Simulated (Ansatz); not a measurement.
# C: the cost of one run

Program: Ansatz 0.2.0. Level of theory: DFT PBE+D3(BJ), scalar-relativistic, plane waves, PAW. These are calculated values, not measurements.

## (1) The starting structure

It takes space group P-3m1 (No. 164, trigonal). The conventional cell has a = 2.460 Å, b = 2.460 Å, c = 20.018 Å, α = 90.00°, β = 90.00°, γ = 120.00°. C (site symmetry 3m) is surrounded by 3 C at 1.42 Å.

As a file:

```
C
1.0
     2.46000    0.00000    0.00000
    -1.23000    2.13042    0.00000
     0.00000    0.00000   20.01783
C
2
Direct
  0.00000 0.00000 0.49955
  0.66667 0.33333 0.50045
```

Free-standing sheet.

## (2) Relaxing the sheet and its cell in the plane

input.yaml reads:

```yaml
crystal:
  lattice:
    - [2.45999892, 0.0, 0.0]
    - [-1.22999946, 2.13042156, 0.0]
    - [0.0, 0.0, 20.0178333307]
  atoms:
    - { symbol: C, position: [0.0, 0.0, 0.4995545639] }
    - { symbol: C, position: [0.66666667, 0.33333333, 0.5004454361] }
basis:
  ecutwfc: 420
  fft_grid_basis: typed
kpoints:
  mp_grid: { grid: [15, 15, 1] }
hamiltonian:
  xc: pbe
  dispersion: d3bj
scf:
  occupations: { method: gaussian, width: 0.05 }
output:
  forces: true
  eigenvalues: true
  stress: true
efield:
  axis: 3
  dipole_correction: true
  ramp_width: 0.04
relax:
  adjacent_minimum: "off"
  f_tol: 0.02
  max_steps: 60
  cell: { fix: [c, alpha, beta], stress_tol: 0.05 }
```

The run is started by

```sh
ansatz run input.yaml --threads 4 --pin off --max-ram 8192MiB --backend cpu --events-out ev --progress --plain --runs-dir out
```

What time and memory should one allow on 4 threads of Intel Xeon 6975P-C (Granite Rapids), shared host?

About 2.2 s, with a peak of 0.42 GiB.
